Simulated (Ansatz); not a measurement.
# NiO (Fm-3m) in Ansatz: further runs

One crystal, NiO, is run at these levels: PBE, LDA; tasks: band structure.

Program: Ansatz 0.2.0. These are calculated values, not measurements. Logs are shortened: lines on timing, memory, paths and dates and some standing lists are left out, and cuts for length are marked.

**The experiment to reproduce.**

“Local correlations, non-local screening, multiplets, and band formation in NiO”, 2012, arxiv:1210.6675 quotes, for a bulk crystal of NiO: band gap 4.3 eV.

The runs below are set against these values where they give the same quantity.

### 1 The crystal as given

Symmetry: Fm-3m, No. 225, cubic system. Conventional cell: a = 4.172 Å, b = 4.172 Å, c = 4.172 Å, α = 90.00°, β = 90.00°, γ = 90.00°. Around Ni (site symmetry m-3m) lie 6 O at 2.09 Å. O (site symmetry m-3m) has 6 Ni at 2.09 Å as nearest neighbours.

### 2 Band structure, PBE, collinear spin, ferromagnetic start

File input.yaml:

```yaml
crystal:
  lattice:
    - [0.0, 2.0859016414, 2.0859016414]
    - [2.0859016414, 0.0, 2.0859016414]
    - [2.0859016414, 2.0859016414, 0.0]
  atoms:
    - { symbol: Ni, position: [0.0, 0.0, 0.0], spin: 1.0 }
    - { symbol: O, position: [0.5, 0.5, 0.5] }
kpoints:
  mp_grid: { grid: [11, 11, 11] }
  band_path:
    path:
      - [0.0, 0.0, 0.0]
      - [0.5, 0.0, 0.5]
      - [0.5, 0.25, 0.75]
      - [0.375, 0.375, 0.75]
      - [0.0, 0.0, 0.0]
      - [0.5, 0.5, 0.5]
      - [0.625, 0.25, 0.625]
      - [0.5, 0.25, 0.75]
    npoints: 8
scf:
  occupations: { method: fermi_dirac, width: 0.05 }
hamiltonian:
  xc: pbe
  pseudopotentials: { kind: all_electron, lapw: { basis_error: 0.001 } }
magnetization:
  spin_polarized: true
output:
  forces: true
  stress: true
  eigenvalues: true
```

Potentials or basis: all-electron LAPW, scalar-relativistic.

Started as:

```console
ansatz run input.yaml --threads 2 --pin off --max-ram 6144MiB --backend cpu --events-out ev --progress --plain --runs-dir out
```

Log:

```text
Warning: RAYON_NUM_THREADS=2 ignored (pool sized by the plan → 2); use --threads N
LAPW: plane waves up to 9.967 Å⁻¹, error target 1.0e-3 eV per atom; small_component_spin mean_spin; O in spheres of 0.943 Å, 8 of its electrons in bands, Dirac shells []; Ni in spheres of 1.143 Å, 18 of its electrons in bands, Dirac shells [] (how accurate: hamiltonian.pseudopotentials.lapw.basis_error, Limitations)
Engine: ansatz 0.2.0, aarch64-unknown-linux-gnu
Pseudopotentials: kind: all_electron
Pseudopotential: Ni, LAPW, valence charge 18, lapw/all_electron/scalar/gaussian/Ni, Koelling and Harmon's equation, gaussian nucleus
Pseudopotential: O, LAPW, valence charge 8, lapw/all_electron/scalar/gaussian/O, Koelling and Harmon's equation, gaussian nucleus
Functional definition: PBE
  parameter kappa = 0.804
  parameter beta = 0.06672455060314922
  exchange = pbe_x(kappa = kappa, mu = beta*pi^2/3)
  correlation = pbe_c(beta = beta)
Crystal: 2 atoms, lattice volume = 18.151 Å³
Basis set: ecut = 378.4816946314773 eV, 307 PW (Γ), exchange–correlation at level 2
Bands: 18, of which v1, the nominal top of the filled ones, is band 13 counted from 1 (12 counted from 0)
Symmetry: 48 space group operations
Space group: Fm-3m (ITA 225), of the structure as read, at distance tolerance 2.6e-5 Å
Magnetic group: BNS 225.116 (UNI 1618), of the structure as read, at distance tolerance 2.6e-5 Å
k-points: 56 of 1331
Non-local potential: Ni, projectors of the file, none
Non-local potential: O, projectors of the file, none
Initial density: superposition of atomic densities (chi_scale 0.1, normalization cell, long waves kept (reshape's long-wave potential 0.00 eV rms))
Starting moments: Σ|m| = 1 μB on 1 of 2 sites
Initial wavefunctions: plane waves of lowest kinetic energy (no species holds an atomic orbital)
Functional: x = pbe(κ = 0.804, μ = 0.2195149727645171), c = pbe(β = 0.06672455060314922)
iter 1 solved again at ethr=4.60e-3 eV; its pass at ethr=1.00e-1 eV (dr2=1.20e0 eV) is discarded
SCF iter   1: F=—  HF=-43430.045878 eV  |F-HF|=—  |Δ(HF+E_count)|=         —  Δρ=5.10e-2 (↑5.10e-2 ↓4.61e-2)  dr2=1.17e0  dr2_m=1.29e-1  M=1.713 μB ∫|m|=1.713 μB  β_m=0.30  ethr=4.60e-3  ⟨swp⟩=2.0  Hψ=13208  notcnv=0
Mixer restart at iter 1: flushing history
preconditioner: auto → none  [metal: Δε(μ)=0.046 eV  Ē_g=14.812 eV  σ=0.050 eV  W_gap=0.22  n_scr=8 (ndim 8)  ℏωp=34.9 eV  f_vac=0.000  D(μ)=3.33/eV (n_scr^D=58)  sad-step TF]
SCF iter   2: F=—  HF=-43429.560806 eV  |F-HF|=—  |Δ(HF+E_count)|=   4.85e-1  Δρ=2.22e-2 (↑2.22e-2 ↓1.34e-2)  dr2=2.17e-1  dr2_m=7.63e-3  M=1.341 μB ∫|m|=1.341 μB  β_m=0.35  ethr=4.51e-3  ⟨swp⟩=2.0  Hψ=6048  notcnv=0
SCF iter   3: F=—  HF=-43429.940577 eV  |F-HF|=—  |Δ(HF+E_count)|=         —  Δρ=2.45e-2 (↑2.44e-2 ↓2.45e-2)  dr2=1.57e-1  dr2_m=6.74e-2  M=1.784 μB ∫|m|=1.784 μB  β_m=1.00  ethr=8.36e-4  ⟨swp⟩=2.0  Hψ=6034  notcnv=0
Mixer restart at iter 3: flushing history
SCF iter   4: F=—  HF=-43429.819196 eV  |F-HF|=—  |Δ(HF+E_count)|=         —  Δρ=2.36e-2 (↑1.10e-2 ↓2.36e-2)  dr2=1.91e-1  dr2_m=1.47e-2  M=1.603 μB ∫|m|=1.606 μB  β_m=0.35  ethr=1.92e-4  ⟨swp⟩=3.0  Hψ=6958  notcnv=0
Mixer restart at iter 4: flushing history
iter 5 solved again at ethr=7.48e-6 eV; its pass at ethr=1.92e-4 eV (dr2=1.95e-3 eV) is discarded
SCF iter   5: F=—  HF=-43429.777986 eV  |F-HF|=—  |Δ(HF+E_count)|=   4.12e-2  Δρ=2.90e-3 (↑2.35e-3 ↓2.90e-3)  dr2=1.95e-3  dr2_m=6.59e-4  M=1.763 μB ∫|m|=1.767 μB  β_m=0.32  ethr=7.48e-6  ⟨swp⟩=2.0  Hψ=10402  notcnv=0
SCF iter   6: F=—  HF=-43429.773373 eV  |F-HF|=—  |Δ(HF+E_count)|=         —  Δρ=2.76e-3 (↑5.28e-4 ↓2.76e-3)  dr2=1.09e-3  dr2_m=4.28e-4  M=1.740 μB ∫|m|=1.744 μB  β_m=0.42  ethr=7.48e-6  ⟨swp⟩=3.0  Hψ=5975  notcnv=0
the basis was enlarged: its passes take 4.0 MiB over the memory plan, 2 of 2 planned eigensolver slots
SCF iter   7: F=—  HF=-43429.774711 eV  |F-HF|=—  |Δ(HF+E_count)|=   1.34e-3  Δρ=1.11e-3 (↑9.67e-4 ↓1.11e-3)  dr2=1.02e-5  dr2_m=1.78e-4  M=1.758 μB ∫|m|=1.763 μB  β_m=0.71  ethr=4.18e-6  ⟨swp⟩=2.0  Hψ=5530  notcnv=0
SCF iter   8: F=—  HF=-43429.775057 eV  |F-HF|=—  |Δ(HF+E_count)|=   3.46e-4  Δρ=5.28e-4 (↑5.28e-4 ↓5.18e-4)  dr2=1.36e-4  dr2_m=1.50e-5  M=1.772 μB ∫|m|=1.778 μB  β_m=0.72  ethr=3.94e-8  ⟨swp⟩=3.0  Hψ=6394  notcnv=0
SCF iter   9: F=—  HF=-43429.774999 eV  |F-HF|=—  |Δ(HF+E_count)|=   5.86e-5  Δρ=1.26e-4 (↑1.19e-4 ↓1.26e-4)  dr2=3.34e-6  dr2_m=1.78e-6  M=1.773 μB ∫|m|=1.780 μB  β_m=0.86  ethr=3.94e-8  ⟨swp⟩=3.0  Hψ=6321  notcnv=0
SCF iter  10: F=—  HF=-43429.775013 eV  |F-HF|=—  |Δ(HF+E_count)|=   1.43e-5  Δρ=9.72e-5 (↑7.63e-5 ↓9.72e-5)  dr2=1.39e-6  dr2_m=9.60e-7  M=1.776 μB ∫|m|=1.782 μB  β_m=0.93  ethr=1.28e-8  ⟨swp⟩=2.0  Hψ=5527  notcnv=0
SCF iter  11: F=—  HF=-43429.775016 eV  |F-HF|=—  |Δ(HF+E_count)|=   2.94e-6  Δρ=2.05e-5 (↑1.31e-5 ↓2.05e-5)  dr2=3.64e-8  dr2_m=4.15e-8  M=1.777 μB ∫|m|=1.783 μB  β_m=0.96  ethr=5.35e-9  ⟨swp⟩=2.9  Hψ=5724  notcnv=0
SCF iter  12: F=—  HF=-43429.775016 eV  |F-HF|=—  |Δ(HF+E_count)|=   1.21e-7  Δρ=1.28e-6 (↑9.56e-7 ↓1.28e-6)  dr2=9.47e-10  dr2_m=1.84e-11  M=1.778 μB ∫|m|=1.784 μB  β_m=0.89  ethr=1.40e-10  ⟨swp⟩=3.0  Hψ=5895  notcnv=0
SCF iter  13: F=-43429.775016 eV  HF=-43429.775016 eV  |F-HF|=6.77e-10  |Δ(HF+E_count)|=   5.97e-9  Δρ=1.06e-6 (↑5.53e-7 ↓1.06e-6)  dr2=3.65e-10  dr2_m=4.21e-11  M=1.778 μB ∫|m|=1.784 μB  ethr=5.79e-12 (applied; sched 3.64e-12)  ⟨swp⟩=2.2  Hψ=5560  notcnv=0
SCF 1 converged in 13 iterations: F = -43429.775016 eV  dr2 = 3.65e-10
NSCF: frozen V_eff on 57 k-points
SCF converged after 13 iterations
Magnetization: 1.7777 μB (13.8889 up, 12.1111 down)
Absolute magnetization: 1.7838 μB (∫|ρ↑−ρ↓|)
Spin contamination: 0.0065 ħ² per cell (⟨S²⟩ above its minimum at these occupations)
Per-site moments (μB) at R_I (Å): [(1.4785905131455, 1.142850510391009), (0.2853573616553824, 0.9430510999266342)]
Free energy (F): -43429.775016 eV
Harris-Foulkes:  -43429.775016 eV  (|F-HF|=6.77e-10)
Internal energy: -43429.765939 eV  (E = F + TS)
E sigma→0 (E₀):  -43429.770478 eV
Entropy (-TS):   -0.009077 eV (-4.539 meV/atom)
Fermi energy:    14.633899 eV
--- Per-component energies (eV) ---
  E_band       = -1306.789283
  E_kinetic    = 44091.036189
  E_xc         = -1964.006191
  E_electrostatic = -85556.795937  (all electrons and nuclei)
  E_smearing   = -0.009077  (= −TS)
  E_closure    = 0.000000  (closes the sum)
  E_atoms      = -43416.659407  (free atoms, spherical and without spin; not in F)
  Σ components = -43429.775016   (vs F -43429.775016, Δ=0.00e0)
  Basis errors (estimates in eV, not in F): energy 3.7e-4 per atom: plane waves 3.3e-4 (1.8e-4 summed), levels above the bands 3.7e-144, relativity 4.9e-8, radial functions 3.8e-5, core shells 3.1e-9; eigenvalues (radial functions only) 8.9e-7; not estimated: angular momenta, meshes, grids; target (lapw.basis_error) 1.0e-3; muffin-tin radii O 0.943 Å, Ni 1.143 Å
--- Forces (eV/Å), atoms counted from 1 ---
  atom   1  Ni     0.00000000     0.00000000    -0.00000000
  atom   2  O      0.00000000    -0.00000000     0.00000000
  max |Σ_I F_I| component: 2.76e-30 eV/Å
--- Stress (GPa, compression-positive) ---
        6.274873      -0.000000       0.000000
       -0.000000       6.274873       0.000000
        0.000000       0.000000       6.274873
  P = ⅓ Tr σ = 6.2749 GPa (62.749 kbar)
--- Band table (eV; the first three rows and the last of 112) ---
  k-point 0 ↑: bands = ["-492.0913", "-89.8123", "-50.1873", "-50.1873", "-50.1873", "-5.7944", "11.4247", "11.4247", "11.5970", "11.5970", "11.5970", "11.9582", "11.9582", "11.9582", "16.1225", "32.3881", "33.4559", "33.4559"]
  k-point 1 ↑: bands = ["-492.0913", "-89.8121", "-50.1897", "-50.1876", "-50.1876", "-5.6997", "10.6800", "10.6800", "10.7615", "11.9364", "11.9364", "12.2460", "12.4520", "12.4520", "16.7076", "30.5439", "33.1506", "33.1506"]
  k-point 2 ↑: bands = ["-492.0913", "-89.8115", "-50.1963", "-50.1885", "-50.1885", "-5.4346", "9.4193", "9.9316", "9.9316", "12.1028", "12.1028", "12.4742", "13.2776", "13.2776", "17.9251", "28.2487", "31.9887", "31.9887"]
  k-point 55 ↓: bands = ["-491.8461", "-87.9523", "-48.3997", "-48.3981", "-48.3890", "-3.7305", "8.6888", "8.7397", "9.6025", "13.4154", "13.6065", "13.8879", "14.9990", "15.7314", "23.6054", "25.3529", "25.5275", "28.7500"]
```

Run time: 20 s. Hardware: 2 threads of Arm Neoverse V1, shared host; peak memory 0.44 GiB.

Results:

```yaml
Free_energy: -43429.7750 eV
Pressure: 6.3 GPa
Band_gap_along_the_path: none (metal or under the smearing width)
Net_moment: 1.78 μB per cell
Absolute_moment: 1.78 μB per cell
Site_moments: Ni +1.48; O +0.29 μB
```

Levels at the corners of the path, in eV from the Fermi level:
Spin up:
```csv
point,band 10,band 11,band 12,band 13,band 14,band 15,band 16,band 17,band 18
Γ,-3.04,-3.04,-2.68,-2.68,-2.68,1.49,17.75,18.82,18.82
X,-3.56,-2.87,-2.30,-1.66,-1.66,6.07,10.53,12.17,16.56
W,-2.44,-1.92,-1.92,-1.66,-1.30,8.43,10.63,10.63,13.37
K,-2.64,-1.90,-1.78,-1.54,-1.22,7.73,10.26,10.47,15.77
Γ,-3.04,-3.04,-2.68,-2.68,-2.68,1.49,17.75,18.82,18.82
L,-1.98,-1.98,-1.43,0.26,0.26,5.53,9.95,13.95,13.95
U,-2.64,-1.90,-1.78,-1.54,-1.22,7.73,10.26,10.47,15.77
W,-2.44,-1.92,-1.92,-1.66,-1.30,8.43,10.63,10.63,13.37
```
Spin down:
| point | band 10 | band 11 | band 12 | band 13 | band 14 | band 15 |
| --- | --- | --- | --- | --- | --- | --- |
| Γ | -1.87 | -1.87 | -1.87 | -0.55 | -0.55 | 1.85 |
| X | -2.87 | -0.77 | -0.77 | -0.11 | 0.44 | 6.53 |
| W | -1.11 | -1.11 | -0.77 | 0.31 | 1.05 | 8.98 |
| K | -1.67 | -0.90 | -0.68 | 0.57 | 1.07 | 8.18 |
| Γ | -1.87 | -1.87 | -1.87 | -0.55 | -0.55 | 1.85 |
| L | -0.96 | -0.96 | -0.59 | 2.29 | 2.29 | 5.71 |
| U | -1.67 | -0.90 | -0.68 | 0.57 | 1.07 | 8.18 |
| W | -1.11 | -1.11 | -0.77 | 0.31 | 1.05 | 8.98 |

Caveat: a cell with one magnetic atom can't hold antiferromagnetic order, which such compounds often take; semilocal functionals often make such compounds metallic where correlation or magnetic order opens a gap, which also shifts bond lengths.

### 3 Band structure, LDA, collinear spin, ferromagnetic start

input.yaml, as its differences from that of step 2:

```diff
@@ -24,3 +24,3 @@
 hamiltonian:
-  xc: pbe
+  xc: lda
   pseudopotentials: { kind: all_electron, lapw: { basis_error: 0.001 } }
```

Potentials or basis: all-electron LAPW, scalar-relativistic.

Started as:

```console
ansatz run input.yaml --threads 2 --pin off --max-ram 6144MiB --backend cpu --events-out ev --progress --plain --runs-dir out
```

Log:

```text
Warning: RAYON_NUM_THREADS=2 ignored (pool sized by the plan → 2); use --threads N
LAPW: plane waves up to 9.964 Å⁻¹, error target 1.0e-3 eV per atom; small_component_spin mean_spin; O in spheres of 0.943 Å, 8 of its electrons in bands, Dirac shells []; Ni in spheres of 1.143 Å, 18 of its electrons in bands, Dirac shells [] (how accurate: hamiltonian.pseudopotentials.lapw.basis_error, Limitations)
[... 4 set-up lines as earlier in the session ...]
Functional definition: SPW92
  exchange = slater_x
  correlation = pw_c
Crystal: 2 atoms, lattice volume = 18.151 Å³
Basis set: ecut = 378.22762639110175 eV, 307 PW (Γ), exchange–correlation at level 2
Bands: 18, of which v1, the nominal top of the filled ones, is band 13 counted from 1 (12 counted from 0)
[... 2 set-up lines as earlier in the session ...]
Magnetic group: BNS 225.116 (UNI 1618), of the structure as read, at distance tolerance 2.6e-5 Å
k-points: 56 of 1331
[... 3 set-up lines as earlier in the session ...]
Starting moments: Σ|m| = 1 μB on 1 of 2 sites
[... 1 set-up line as earlier in the session ...]
Functional: x = slater, c = lda
iter 1 solved again at ethr=3.34e-3 eV; its pass at ethr=1.00e-1 eV (dr2=8.68e-1 eV) is discarded
SCF iter   1: F=—  HF=-43351.539351 eV  |F-HF|=—  |Δ(HF+E_count)|=         —  Δρ=4.13e-2 (↑4.13e-2 ↓3.24e-2)  dr2=8.68e-1  dr2_m=3.07e-2  M=1.335 μB ∫|m|=1.335 μB  β_m=0.30  ethr=3.34e-3  ⟨swp⟩=2.0  Hψ=13913  notcnv=0
Mixer restart at iter 1: flushing history
[... 56 lines left out ...]
preconditioner: auto → none  [metal: Δε(μ)=0.059 eV  Ē_g=14.186 eV  σ=0.050 eV  W_gap=0.28  n_scr=8 (ndim 8)  ℏωp=34.9 eV  f_vac=0.000  D(μ)=1.55/eV (n_scr^D=14)]
SCF iter   2: F=—  HF=-43351.304228 eV  |F-HF|=—  |Δ(HF+E_count)|=   2.39e-2  Δρ=1.61e-2 (↑1.61e-2 ↓8.68e-3)  dr2=8.33e-2  dr2_m=1.01e-2  M=-0.738 μB ∫|m|=0.739 μB  ethr=3.85e-6  ⟨swp⟩=3.0  Hψ=6994  notcnv=0
iter 3 solved again at ethr=1.69e-7 eV; its pass at ethr=3.85e-6 eV (dr2=4.39e-5 eV) is discarded
SCF iter   3: F=—  HF=-43351.277519 eV  |F-HF|=—  |Δ(HF+E_count)|=   2.67e-2  Δρ=2.14e-3 (↑2.04e-3 ↓2.14e-3)  dr2=4.40e-5  dr2_m=7.11e-4  M=-0.461 μB ∫|m|=0.462 μB  ethr=1.69e-7  ⟨swp⟩=2.0  Hψ=10887  notcnv=0
SCF iter   4: F=—  HF=-43351.280355 eV  |F-HF|=—  |Δ(HF+E_count)|=   2.84e-3  Δρ=1.38e-4 (↑5.83e-5 ↓1.38e-4)  dr2=2.91e-6  dr2_m=1.25e-6  M=-0.312 μB ∫|m|=0.312 μB  ethr=3.85e-6  ⟨swp⟩=2.1  Hψ=5558  notcnv=0
an SCF towards Hund's moment on open shells that bore less, with the run's symmetry operations kept, reached no lower state that the run goes on to. This is no proof of a minimum
at 6 of the mixer's solves, the last at iteration 15, it left a direction of its history that read negative out of its fit and stepped the other way along it
SCF converged after 46 iterations
Magnetization: -0.3020 μB (12.8490 up, 13.1510 down)
Absolute magnetization: 0.3021 μB (∫|ρ↑−ρ↓|)
Spin contamination: 0.0008 ħ² per cell (⟨S²⟩ above its minimum at these occupations)
Per-site moments (μB) at R_I (Å): [(-0.2593383563512486, 1.1430958672212963), (-0.03932636888411656, 0.942805743096347)]
Free energy (F): -43351.280363 eV
Harris-Foulkes:  -43351.280363 eV  (|F-HF|=2.18e-10)
Internal energy: -43351.266877 eV  (E = F + TS)
E sigma→0 (E₀):  -43351.273620 eV
Entropy (-TS):   -0.013486 eV (-6.743 meV/atom)
Fermi energy:    14.116225 eV
--- Per-component energies (eV) ---
  E_band       = -1302.529218
  E_kinetic    = 43981.254515
  E_xc         = -1881.749409
  E_electrostatic = -85450.771983  (all electrons and nuclei)
  E_smearing   = -0.013486  (= −TS)
  E_closure    = 0.000000  (closes the sum)
  E_atoms      = -43336.315089  (free atoms, spherical and without spin; not in F)
  Σ components = -43351.280363   (vs F -43351.280363, Δ=0.00e0)
  Basis errors (estimates in eV, not in F): energy 3.7e-4 per atom: plane waves 3.3e-4 (1.8e-4 summed), levels above the bands 7.4e-144, relativity 4.5e-9, radial functions 4.0e-5, core shells 3.5e-9; eigenvalues (radial functions only) 8.5e-7; not estimated: angular momenta, meshes, grids; target (lapw.basis_error) 1.0e-3; muffin-tin radii O 0.943 Å, Ni 1.143 Å
--- Forces (eV/Å), atoms counted from 1 ---
  atom   1  Ni     0.00000000     0.00000000     0.00000000
  atom   2  O      0.00000000    -0.00000000     0.00000000
  max |Σ_I F_I| component: 4.11e-30 eV/Å
--- Stress (GPa, compression-positive) ---
      -19.754340      -0.000000       0.000000
       -0.000000     -19.754340       0.000000
        0.000000       0.000000     -19.754340
  P = ⅓ Tr σ = -19.7543 GPa (-197.543 kbar)
--- Band table (eV; the first three rows and the last of 112) ---
  k-point 0 ↑: bands = ["-489.2609", "-87.9297", "-48.7660", "-48.7660", "-48.7660", "-6.0561", "11.0388", "11.0388", "11.0388", "12.3939", "12.3939", "12.3939", "12.6794", "12.6794", "15.8058", "31.8240", "33.1243", "33.1243"]
  k-point 1 ↑: bands = ["-489.2609", "-87.9294", "-48.7688", "-48.7664", "-48.7664", "-5.9592", "10.3357", "10.6442", "10.6442", "12.4770", "12.4770", "12.5714", "13.0920", "13.0920", "16.3630", "30.1238", "32.8063", "32.8063"]
  k-point 2 ↑: bands = ["-489.2609", "-87.9288", "-48.7762", "-48.7674", "-48.7674", "-5.6875", "9.0094", "9.9801", "9.9801", "12.6522", "12.6522", "12.8069", "13.8595", "13.8595", "17.5444", "27.8590", "31.6315", "31.6315"]
  k-point 55 ↓: bands = ["-489.3028", "-88.2285", "-49.0828", "-49.0812", "-49.0720", "-4.5223", "7.7721", "7.7952", "8.4722", "12.7648", "13.0197", "13.2551", "13.3491", "14.0345", "22.6237", "24.5344", "24.6509", "27.9332"]
```

It took 68 s on 2 threads of Arm Neoverse V1, shared host; peak memory 0.51 GiB.

What came out:

* Free energy: -43351.2804 eV
* Pressure: -19.8 GPa
* Band gap along the path: none (metal or under the smearing width)
* Net moment: -0.30 μB per cell
* Absolute moment: 0.30 μB per cell
* Site moments: Ni -0.26; O -0.04 μB

Levels at the corners of the path, in eV from the Fermi level:
Spin up:
| point | band 10 | band 11 | band 12 | band 13 | band 14 | band 15 | band 16 | band 17 |
| --- | --- | --- | --- | --- | --- | --- | --- | --- |
| Γ | -1.72 | -1.72 | -1.72 | -1.44 | -1.44 | 1.69 | 17.71 | 19.01 |
| X | -2.74 | -1.03 | -0.58 | -0.58 | -0.46 | 6.29 | 10.47 | 12.48 |
| W | -1.02 | -1.02 | -0.60 | -0.58 | 0.19 | 8.59 | 10.68 | 10.68 |
| K | -1.63 | -0.72 | -0.54 | -0.31 | 0.19 | 7.90 | 10.40 | 10.45 |
| Γ | -1.72 | -1.72 | -1.72 | -1.44 | -1.44 | 1.69 | 17.71 | 19.01 |
| L | -0.86 | -0.86 | -0.50 | 1.44 | 1.44 | 5.60 | 10.00 | 14.04 |
| U | -1.63 | -0.72 | -0.54 | -0.31 | 0.19 | 7.90 | 10.40 | 10.45 |
| W | -1.02 | -1.02 | -0.60 | -0.58 | 0.19 | 8.59 | 10.68 | 10.68 |
Spin down:
```tsv
point	band 11	band 12	band 13	band 14	band 15	band 16	band 17	band 18
Γ	-1.90	-1.90	-1.79	-1.79	1.63	17.70	18.95	18.95
X	-1.39	-0.82	-0.78	-0.78	6.22	10.41	12.40	16.51
W	-1.19	-0.96	-0.78	-0.13	8.51	10.61	10.61	13.45
K	-0.91	-0.73	-0.64	-0.12	7.83	10.33	10.39	15.75
Γ	-1.90	-1.90	-1.79	-1.79	1.63	17.70	18.95	18.95
L	-1.06	-0.68	1.15	1.15	5.57	9.91	13.98	13.98
U	-0.91	-0.73	-0.64	-0.12	7.83	10.33	10.39	15.75
W	-1.19	-0.96	-0.78	-0.13	8.51	10.61	10.61	13.45
```

Caveat: semilocal functionals often make such compounds metallic where correlation or magnetic order opens a gap, which also shifts bond lengths.

### 4 Against experiment

Step 2. Measured gap of NiO: 4.3 eV (quoted in “Local correlations, non-local screening, multiplets, and band formation in NiO”, 2012, arxiv:1210.6675). This calculation gives 0.00 eV (-4.30 eV). So large a miss can be the level of theory's own, or it may mean another phase, state or a wrong row. The value is that of PBE, without temperature or zero-point motion. Semilocal functionals fall short of measured gaps as a rule. The run's magnetic order (collinear spin, ferromagnetic start) needn't be the measured crystal's.

Step 3. Measured gap of NiO: 4.3 eV (quoted in “Local correlations, non-local screening, multiplets, and band formation in NiO”, 2012, arxiv:1210.6675). This calculation gives 0.00 eV (-4.30 eV). So large a miss can be the level of theory's own, or it may mean another phase, state or a wrong row. The value is that of LDA, without temperature or zero-point motion. Semilocal functionals fall short of measured gaps as a rule. The run's magnetic order (collinear spin, ferromagnetic start) needn't be the measured crystal's.
